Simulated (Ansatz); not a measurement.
# GaAs (F-43m) in Ansatz: notebook

Runs on GaAs. Level: PBEsol. Tasks: band structure.

Program: Ansatz 0.2.0. These are calculated values, not measurements. Logs are shortened: lines on timing, memory, paths and dates and some standing lists are left out, and cuts for length are marked.

**The experiment to reproduce.**

From “Evidence of valence band perturbations in GaAsN/GaAs(001): A combined variable-angle spectroscopic ellipsometry and modulated photoreflectance investigation”, 2008, arxiv:0805.2212, for a bulk crystal of GaAs at 300 K: band gap 1.412 ± 0.01 eV (direct); band gap 1.418 ± 0.005 eV (direct).

How close the calculation comes is told below.

## Step 1: Starting point

The structure is cubic, space group F-43m (No. 216). The conventional cell has a = 5.654 Å, b = 5.654 Å, c = 5.654 Å, α = 90.00°, β = 90.00°, γ = 90.00°. As (site symmetry -43m) is surrounded by 4 Ga at 2.45 Å. Ga (site symmetry -43m) has 4 As at 2.45 Å as nearest neighbours.

## Step 2: Band structure, PBEsol

The input, input.yaml:

```yaml
crystal:
  lattice:
    - [0.0, 2.82685, 2.82685]
    - [2.82685, 0.0, 2.82685]
    - [2.82685, 2.82685, 0.0]
  atoms:
    - { symbol: As, position: [0.75, 0.75, 0.75] }
    - { symbol: Ga, position: [0.0, 0.0, 0.0] }
kpoints:
  mp_grid: { grid: [8, 8, 8] }
  band_path:
    path:
      - [0.0, 0.0, 0.0]
      - [0.5, 0.0, 0.5]
      - [0.5, 0.25, 0.75]
      - [0.375, 0.375, 0.75]
      - [0.0, 0.0, 0.0]
      - [0.5, 0.5, 0.5]
      - [0.625, 0.25, 0.625]
      - [0.5, 0.25, 0.75]
    npoints: 12
scf:
  occupations: { method: fermi_dirac, width: 0.05 }
hamiltonian:
  xc: pbesol
  pseudopotentials: { kind: all_electron, lapw: { basis_error: 0.001 } }
output:
  forces: true
  stress: true
  eigenvalues: true
```

Potentials or basis: all-electron LAPW, scalar-relativistic.

Command:

```console
$ ansatz run input.yaml --threads 1 --pin off --max-ram 3072MiB --backend cpu --events-out ev --progress --plain --runs-dir out
```

The log of the run:

```text
Warning: RAYON_NUM_THREADS=1 ignored (pool sized by the plan → 1); use --threads N
LAPW: plane waves up to 9.108 Å⁻¹, error target 1.0e-3 eV per atom; small_component_spin mean_spin; Ga in spheres of 1.234 Å, 21 of its electrons in bands, Dirac shells []; As in spheres of 1.214 Å, 23 of its electrons in bands, Dirac shells [] (how accurate: hamiltonian.pseudopotentials.lapw.basis_error, Limitations)
Engine: ansatz 0.2.0, aarch64-unknown-linux-gnu
Pseudopotentials: kind: all_electron
Pseudopotential: As, LAPW, valence charge 23, lapw/all_electron/scalar/gaussian/As, Koelling and Harmon's equation, gaussian nucleus
Pseudopotential: Ga, LAPW, valence charge 21, lapw/all_electron/scalar/gaussian/Ga, Koelling and Harmon's equation, gaussian nucleus
Functional definition: PBEsol
  exchange = pbesol_x
  correlation = pbesol_c
Crystal: 2 atoms, lattice volume = 45.179 Å³
Basis set: ecut = 316.0543304747269 eV, 561 PW (Γ), exchange–correlation at level 2
Bands: 27, of which v1, the nominal top of the filled ones, is band 22 counted from 1 (21 counted from 0)
Symmetry: 24 space group operations
Space group: F-43m (ITA 216), of the structure as read, at distance tolerance 3.6e-5 Å
k-points: 29 of 512 (time reversal used)
Non-local potential: As, projectors of the file, none
Non-local potential: Ga, projectors of the file, none
Initial density: superposition of atomic densities (chi_scale 0.1, normalization cell, long waves kept (reshape's long-wave potential 0.00 eV rms))
Initial wavefunctions: plane waves of lowest kinetic energy (no species holds an atomic orbital)
Functional: x = pbesol(κ = 0.804, μ = 0.12345679012345678), c = pbesol(β = 0.046)
iter 1 solved again at ethr=1.20e-3 eV; its pass at ethr=1.00e-1 eV (dr2=5.29e-1 eV) is discarded
SCF iter   1: F=—  HF=-114341.688970 eV  |F-HF|=—  |Δ(HF+E_count)|=         —  Δρ=2.99e-2  dr2=5.30e-1  ethr=1.20e-3  ⟨swp⟩=2.0  Hψ=4832  notcnv=0
preconditioner: auto → none  [insulator: Δε(μ)=0.669 eV  Ē_g=15.877 eV  σ=0.050 eV  W_gap=1.00  n_scr=14 (ndim 8)  ℏωp=23.4 eV  f_vac=0.115  D(μ)=0.00/eV (n_scr^D=0)  ε∞_Penn≈3.2]
SCF iter   2: F=—  HF=-114341.531024 eV  |F-HF|=—  |Δ(HF+E_count)|=   1.58e-1  Δρ=1.17e-2  dr2=5.69e-2  ethr=1.20e-3  ⟨swp⟩=2.3  Hψ=2332  notcnv=0
SCF iter   3: F=—  HF=-114341.512165 eV  |F-HF|=—  |Δ(HF+E_count)|=   1.89e-2  Δρ=5.10e-3  dr2=1.06e-2  ethr=1.29e-4  ⟨swp⟩=2.0  Hψ=2319  notcnv=0
iter 4 solved again at ethr=7.79e-7 eV; its pass at ethr=2.42e-5 eV (dr2=3.43e-4 eV) is discarded
SCF iter   4: F=—  HF=-114341.506351 eV  |F-HF|=—  |Δ(HF+E_count)|=         —  Δρ=9.95e-4  dr2=3.41e-4  ethr=7.79e-7  ⟨swp⟩=2.0  Hψ=3784  notcnv=0
the basis was enlarged: its passes take 96.5 KiB over the memory plan, 1 of 1 planned eigensolver slots
SCF iter   5: F=—  HF=-114341.506219 eV  |F-HF|=—  |Δ(HF+E_count)|=   1.32e-4  Δρ=1.84e-4  dr2=8.77e-6  ethr=7.76e-7  ⟨swp⟩=2.0  Hψ=2176  notcnv=0
SCF iter   6: F=—  HF=-114341.506224 eV  |F-HF|=—  |Δ(HF+E_count)|=   5.05e-6  Δρ=6.01e-5  dr2=1.23e-6  ethr=1.99e-8  ⟨swp⟩=3.0  Hψ=2264  notcnv=0
SCF iter   7: F=-114341.506225 eV  HF=-114341.506225 eV  |F-HF|=5.27e-8  |Δ(HF+E_count)|=   1.02e-6  Δρ=1.00e-5  dr2=3.92e-8  ethr=2.79e-9  ⟨swp⟩=3.0  Hψ=2280  notcnv=0
SCF 1 converged in 7 iterations: F = -114341.506225 eV  dr2 = 3.92e-8
NSCF: frozen V_eff on 85 k-points
SCF converged after 7 iterations
Free energy (F): -114341.506225 eV
Harris-Foulkes:  -114341.506225 eV  (|F-HF|=5.27e-8)
Internal energy: -114341.506181 eV  (E = F + TS)
E sigma→0 (E₀):  -114341.506203 eV
Entropy (-TS):   -0.000045 eV (-0.022 meV/atom)
Fermi energy:    9.477403 eV
--- Per-component energies (eV) ---
  E_band       = -2123.164386
  E_kinetic    = 116741.060768
  E_xc         = -4257.705022
  E_electrostatic = -226824.861926  (all electrons and nuclei)
  E_smearing   = -0.000045  (= −TS)
  E_closure    = 0.000000  (closes the sum)
  E_atoms      = -114332.430773  (free atoms, spherical and without spin; not in F)
  Σ components = -114341.506225   (vs F -114341.506225, Δ=0.00e0)
  Basis errors (estimates in eV, not in F): energy 4.4e-4 per atom: plane waves 4.0e-4 (2.3e-4 summed), levels above the bands 1.8e-75, relativity 1.8e-8, radial functions 4.3e-5, core shells 8.9e-11; eigenvalues (radial functions only) 8.7e-7; not estimated: angular momenta, meshes, grids; target (lapw.basis_error) 1.0e-3; muffin-tin radii Ga 1.234 Å, As 1.214 Å
--- Forces (eV/Å), atoms counted from 1 ---
  atom   1  As    -0.00000000     0.00000000    -0.00000000
  atom   2  Ga     0.00000000    -0.00000000     0.00000000
  max |Σ_I F_I| component: 8.10e-18 eV/Å
--- Stress (GPa, compression-positive) ---
        0.191373       0.000000      -0.000000
        0.000000       0.191373       0.000000
       -0.000000       0.000000       0.191373
  P = ⅓ Tr σ = 0.1914 GPa (1.914 kbar)
--- Band table (eV; the first three rows and the last of 29) ---
  k-point 0: bands = ["-175.1222", "-134.0232", "-118.6831", "-118.6831", "-118.6831", "-84.9253", "-84.9253", "-84.9253", "-25.9412", "-25.9412", "-25.9412", "-25.9313", "-25.9313", "-5.5512", "-5.5512", "-5.5512", "-5.4720", "-5.4720", "-3.5272", "9.2249", "9.2249", "9.2249", "9.6713", "12.9263", "12.9263", "12.9263", "16.6285"]
  k-point 1: bands = ["-175.1222", "-134.0232", "-118.6831", "-118.6831", "-118.6831", "-84.9253", "-84.9253", "-84.9253", "-25.9412", "-25.9411", "-25.9411", "-25.9313", "-25.9313", "-5.5652", "-5.5476", "-5.5476", "-5.4722", "-5.4722", "-3.3438", "7.2372", "8.9873", "8.9873", "10.7656", "13.2756", "13.2756", "13.3640", "17.5899"]
  k-point 2: bands = ["-175.1222", "-134.0232", "-118.6831", "-118.6831", "-118.6831", "-84.9253", "-84.9253", "-84.9253", "-25.9411", "-25.9408", "-25.9408", "-25.9312", "-25.9312", "-5.5957", "-5.5398", "-5.5398", "-5.4718", "-5.4718", "-2.8318", "5.0604", "8.5436", "8.5436", "10.6130", "13.7911", "13.7911", "15.1008", "18.0230"]
  k-point 28: bands = ["-175.1222", "-134.0232", "-118.6831", "-118.6831", "-118.6831", "-84.9253", "-84.9253", "-84.9253", "-25.9410", "-25.9406", "-25.9394", "-25.9314", "-25.9307", "-5.6523", "-5.5195", "-5.5066", "-5.4829", "-5.4684", "-0.9561", "2.5779", "5.6575", "5.8490", "13.8214", "13.8552", "14.5738", "15.1780", "20.2243"]
```

Run time: 26 s. Hardware: 1 thread of Arm Neoverse V1, shared host; peak memory 0.29 GiB.

Results:

```yaml
Free_energy: -114341.5062 eV
Pressure: 0.2 GPa
Band_gap_on_the_k_mesh: 0.45 eV, direct
Band_gap_along_the_path: 0.45 eV, direct
```

Levels at the corners of the path, in eV from the valence-band top:
| point | band 19 | band 20 | band 21 | band 22 | band 23 | band 24 | band 25 | band 26 |
| --- | --- | --- | --- | --- | --- | --- | --- | --- |
| Γ | -12.75 | 0.00 | 0.00 | 0.00 | 0.45 | 3.70 | 3.70 | 3.70 |
| X | -10.24 | -6.84 | -2.69 | -2.69 | 1.36 | 1.58 | 10.13 | 10.13 |
| W | -10.18 | -6.65 | -3.57 | -3.38 | 4.60 | 4.63 | 5.35 | 5.95 |
| K | -10.28 | -6.65 | -3.90 | -2.27 | 1.87 | 4.57 | 7.89 | 8.03 |
| Γ | -12.75 | 0.00 | 0.00 | 0.00 | 0.45 | 3.70 | 3.70 | 3.70 |
| L | -10.98 | -6.67 | -1.15 | -1.15 | 0.93 | 4.59 | 4.59 | 7.59 |
| U | -10.28 | -6.65 | -3.90 | -2.27 | 1.87 | 4.57 | 7.89 | 8.03 |
| W | -10.18 | -6.65 | -3.57 | -3.38 | 4.60 | 4.63 | 5.35 | 5.95 |

## Step 3: Band structure, PBEsol

input.yaml: that of step 2 with these lines changed.

```diff
@@ -25,3 +25,6 @@
   xc: pbesol
-  pseudopotentials: { kind: all_electron, lapw: { basis_error: 0.001 } }
+  pseudopotentials:
+    kind: all_electron
+    lapw: { basis_error: 0.001 }
+    relativity: none
 output:
```

Potentials or basis: all-electron LAPW, non-relativistic.

Command:

```console
$ ansatz run input.yaml --threads 1 --pin off --max-ram 3072MiB --backend cpu --events-out ev --progress --plain --runs-dir out
```

The log of the run:

```text
Warning: RAYON_NUM_THREADS=1 ignored (pool sized by the plan → 1); use --threads N
LAPW: plane waves up to 9.103 Å⁻¹, error target 1.0e-3 eV per atom; Ga in spheres of 1.234 Å, 21 of its electrons in bands, Dirac shells []; As in spheres of 1.214 Å, 23 of its electrons in bands, Dirac shells [] (how accurate: hamiltonian.pseudopotentials.lapw.basis_error, Limitations)
Engine: ansatz 0.2.0, aarch64-unknown-linux-gnu
Pseudopotentials: kind: all_electron
Pseudopotential: As, LAPW, valence charge 23, lapw/all_electron/none/As, Schrödinger's equation, point nucleus
Pseudopotential: Ga, LAPW, valence charge 21, lapw/all_electron/none/Ga, Schrödinger's equation, point nucleus
Functional definition: PBEsol
  exchange = pbesol_x
  correlation = pbesol_c
Crystal: 2 atoms, lattice volume = 45.179 Å³
Basis set: ecut = 315.68753408322675 eV, 561 PW (Γ), exchange–correlation at level 2
Bands: 27, of which v1, the nominal top of the filled ones, is band 22 counted from 1 (21 counted from 0)
Symmetry: 24 space group operations
Space group: F-43m (ITA 216), of the structure as read, at distance tolerance 3.6e-5 Å
k-points: 29 of 512 (time reversal used)
Non-local potential: As, projectors of the file, none
Non-local potential: Ga, projectors of the file, none
Initial density: superposition of atomic densities (chi_scale 0.1, normalization cell, long waves kept (reshape's long-wave potential 0.00 eV rms))
Initial wavefunctions: plane waves of lowest kinetic energy (no species holds an atomic orbital)
Functional: x = pbesol(κ = 0.804, μ = 0.12345679012345678), c = pbesol(β = 0.046)
iter 1 solved again at ethr=1.29e-3 eV; its pass at ethr=1.00e-1 eV (dr2=5.69e-1 eV) is discarded
SCF iter   1: F=—  HF=-113128.251544 eV  |F-HF|=—  |Δ(HF+E_count)|=         —  Δρ=3.09e-2  dr2=5.71e-1  ethr=1.29e-3  ⟨swp⟩=2.0  Hψ=4840  notcnv=0
preconditioner: auto → none  [insulator: Δε(μ)=1.316 eV  Ē_g=16.174 eV  σ=0.050 eV  W_gap=1.00  n_scr=14 (ndim 8)  ℏωp=23.4 eV  f_vac=0.110  D(μ)=0.00/eV (n_scr^D=0)  ε∞_Penn≈3.1]
SCF iter   2: F=—  HF=-113128.082043 eV  |F-HF|=—  |Δ(HF+E_count)|=   1.70e-1  Δρ=1.20e-2  dr2=5.96e-2  ethr=1.29e-3  ⟨swp⟩=2.3  Hψ=2331  notcnv=0
SCF iter   3: F=—  HF=-113128.062976 eV  |F-HF|=—  |Δ(HF+E_count)|=   1.91e-2  Δρ=5.14e-3  dr2=1.07e-2  ethr=1.35e-4  ⟨swp⟩=2.0  Hψ=2317  notcnv=0
iter 4 solved again at ethr=7.33e-7 eV; its pass at ethr=2.44e-5 eV (dr2=3.23e-4 eV) is discarded
SCF iter   4: F=—  HF=-113128.057620 eV  |F-HF|=—  |Δ(HF+E_count)|=         —  Δρ=9.72e-4  dr2=3.21e-4  ethr=7.33e-7  ⟨swp⟩=2.0  Hψ=3782  notcnv=0
the basis was enlarged: its passes take 115.0 KiB over the memory plan, 1 of 1 planned eigensolver slots
SCF iter   5: F=—  HF=-113128.057446 eV  |F-HF|=—  |Δ(HF+E_count)|=   1.74e-4  Δρ=1.90e-4  dr2=9.53e-6  ethr=7.30e-7  ⟨swp⟩=2.0  Hψ=2175  notcnv=0
SCF iter   6: F=—  HF=-113128.057451 eV  |F-HF|=—  |Δ(HF+E_count)|=   4.50e-6  Δρ=6.02e-5  dr2=1.25e-6  ethr=2.17e-8  ⟨swp⟩=3.0  Hψ=2262  notcnv=0
SCF iter   7: F=-113128.057452 eV  HF=-113128.057452 eV  |F-HF|=5.70e-8  |Δ(HF+E_count)|=   8.45e-7  Δρ=1.06e-5  dr2=4.28e-8  ethr=2.84e-9  ⟨swp⟩=3.0  Hψ=2276  notcnv=0
SCF 1 converged in 7 iterations: F = -113128.057452 eV  dr2 = 4.28e-8
NSCF: frozen V_eff on 85 k-points
SCF converged after 7 iterations
Free energy (F): -113128.057452 eV
Harris-Foulkes:  -113128.057452 eV  (|F-HF|=5.70e-8)
Internal energy: -113128.057452 eV  (E = F + TS)
E sigma→0 (E₀):  -113128.057452 eV
Entropy (-TS):   -0.000000 eV (-0.000 meV/atom)
Fermi energy:    9.867123 eV
--- Per-component energies (eV) ---
  E_band       = -2095.909837
  E_kinetic    = 113045.226593
  E_xc         = -4208.496631
  E_electrostatic = -221964.787414  (all electrons and nuclei)
  E_smearing   = -0.000000  (= −TS)
  E_closure    = 0.000000  (closes the sum)
  E_atoms      = -113118.766259  (free atoms, spherical and without spin; not in F)
  Σ components = -113128.057452   (vs F -113128.057452, Δ=0.00e0)
  Basis errors (estimates in eV, not in F): energy 4.4e-4 per atom: plane waves 4.0e-4 (2.3e-4 summed), levels above the bands 2.5e-73, relativity 0.0e0, radial functions 4.0e-5, core shells 8.2e-11; eigenvalues (radial functions only) 9.2e-7; not estimated: angular momenta, meshes, grids; target (lapw.basis_error) 1.0e-3; muffin-tin radii Ga 1.234 Å, As 1.214 Å
--- Forces (eV/Å), atoms counted from 1 ---
  atom   1  As    -0.00000000     0.00000000     0.00000000
  atom   2  Ga     0.00000000    -0.00000000     0.00000000
  max |Σ_I F_I| component: 1.85e-17 eV/Å
--- Stress (GPa, compression-positive) ---
        0.889441       0.000000      -0.000000
        0.000000       0.889441       0.000000
       -0.000000       0.000000       0.889441
  P = ⅓ Tr σ = 0.8894 GPa (8.894 kbar)
--- Band table (eV; the first three rows and the last of 29) ---
  k-point 0: bands = ["-168.6468", "-129.0901", "-117.1711", "-117.1711", "-117.1711", "-83.6856", "-83.6856", "-83.6856", "-26.8612", "-26.8612", "-26.8612", "-26.8516", "-26.8516", "-6.0131", "-6.0131", "-6.0131", "-5.9390", "-5.9390", "-3.1240", "9.2933", "9.2933", "9.2933", "10.3915", "12.9838", "12.9838", "12.9838", "16.9116"]
  k-point 1: bands = ["-168.6468", "-129.0901", "-117.1711", "-117.1711", "-117.1711", "-83.6856", "-83.6856", "-83.6856", "-26.8612", "-26.8611", "-26.8611", "-26.8516", "-26.8516", "-6.0216", "-6.0099", "-6.0099", "-5.9392", "-5.9392", "-2.9428", "7.5080", "9.0561", "9.0561", "11.2307", "13.3340", "13.3340", "13.5064", "17.8228"]
  k-point 2: bands = ["-168.6468", "-129.0901", "-117.1711", "-117.1711", "-117.1711", "-83.6856", "-83.6856", "-83.6856", "-26.8611", "-26.8609", "-26.8609", "-26.8515", "-26.8515", "-6.0411", "-6.0027", "-6.0027", "-5.9387", "-5.9387", "-2.4303", "5.3169", "8.6142", "8.6142", "11.0132", "13.8445", "13.8445", "15.3215", "18.1557"]
  k-point 28: bands = ["-168.6468", "-129.0901", "-117.1711", "-117.1711", "-117.1711", "-83.6856", "-83.6856", "-83.6856", "-26.8610", "-26.8607", "-26.8597", "-26.8517", "-26.8511", "-6.0833", "-5.9846", "-5.9718", "-5.9491", "-5.9354", "-0.4824", "2.8568", "5.7175", "5.9142", "13.8906", "14.0647", "14.7756", "15.2064", "20.3359"]
```

It took 25 s on 1 thread of Arm Neoverse V1, shared host; peak memory 0.28 GiB.

Results:

* Free energy: -113128.0575 eV
* Pressure: 0.9 GPa
* Band gap on the k mesh: 1.10 eV, direct
* Band gap along the path: 1.10 eV, direct

Levels at the corners of the path, in eV from the valence-band top:
```
point  band 20  band 21  band 22  band 23  band 24  band 25
    Γ     0.00     0.00     0.00     1.10     3.69     3.69
    X    -6.65    -2.69    -2.69     1.40     1.67    10.19
    W    -6.44    -3.58    -3.38     4.60     4.77     5.48
    K    -6.45    -3.90    -2.27     1.95     4.64     8.00
    Γ     0.00     0.00     0.00     1.10     3.69     3.69
    L    -6.53    -1.14    -1.14     1.26     4.56     4.56
    U    -6.45    -3.90    -2.27     1.95     4.64     8.00
    W    -6.44    -3.58    -3.38     4.60     4.77     5.48
```

Caveat: relativity is left out, which matters for the heavier elements.

## Step 4: Comparison with measurements

Step 2. Measured gap of GaAs: 1.412 eV (direct; 300 K; “Evidence of valence band perturbations in GaAsN/GaAs(001): A combined variable-angle spectroscopic ellipsometry and modulated photoreflectance investigation”, 2008, arxiv:0805.2212). This calculation gives 0.45 eV (-0.97 eV). 3 values of this kind are on record (1.412 to 1.51 eV); this one was drawn at random among those near their median, those with a stated uncertainty first. Spin-orbit coupling on As, Ga is left out. The value is that of PBEsol, without temperature or zero-point motion. Semilocal functionals fall short of measured gaps as a rule.

Step 3. Measured gap of GaAs: 1.418 eV (direct; 300 K; “Evidence of valence band perturbations in GaAsN/GaAs(001): A combined variable-angle spectroscopic ellipsometry and modulated photoreflectance investigation”, 2008, arxiv:0805.2212). This calculation gives 1.10 eV (-0.32 eV). 3 values of this kind are on record (1.412 to 1.51 eV); this one was drawn at random among those near their median, those with a stated uncertainty first. Spin-orbit coupling on As, Ga is left out. The value is that of PBEsol, without temperature or zero-point motion. Semilocal functionals fall short of measured gaps as a rule.
